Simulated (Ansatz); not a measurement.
CoPt:
Space group P4/mmm (No. 123); a = b = 2.693 Å, c = 3.727 Å, α = β = γ = 90.00°

| atom | site | symmetry | x | y | z |
|---|---|---|---|---|---|
| Pt | 1d | 4/mmm | 0.5000 | 0.5000 | 0.5000 |
| Co | 1a | 4/mmm | 0.0000 | 0.0000 | 0.0000 |
The run is spin-polarised.

Relaxed at zero pressure with DFT-PBE in the program Ansatz with PAW potentials.

Task: The volume is raised by 6 % and shape and atoms relax at that volume. What pressure results, and how do the axes share the change?

Result: -10.8 GPa; a 1.8 %, b 1.8 %, c 2.3 %; the energy rises by 29 meV/atom.

Task: Give the new structure.

Result: 
Space group P4/mmm (No. 123); a = 2.7417 Å, b = 2.7417 Å, c = 3.8123 Å, α = 90.00°, β = 90.00°, γ = 90.00°

| atom | site | symmetry | x | y | z |
|---|---|---|---|---|---|
| Pt | 1d | 4/mmm | 0.5000 | 0.5000 | 0.5000 |
| Co | 1a | 4/mmm | 0.0000 | 0.0000 | 0.0000 |

The phase is kept; no other phase was compared at this pressure.

The PBE relaxation kept the symmetry of its start. The final state is ferromagnetic, chosen from 5 collinear starts compared on coarse meshes (ties went to the first, and starts can fall back to one state), not a proven ground state. Textbook magnetic order: ferromagnetic. Axis ratios of metals converge slowly with the k-mesh, so a and c are less sure than the volume. Scalar-relativistic: spin–orbit coupling is off unless named, which matters more the heavier the elements.

Potentials: the later of the program's two PAW sets.
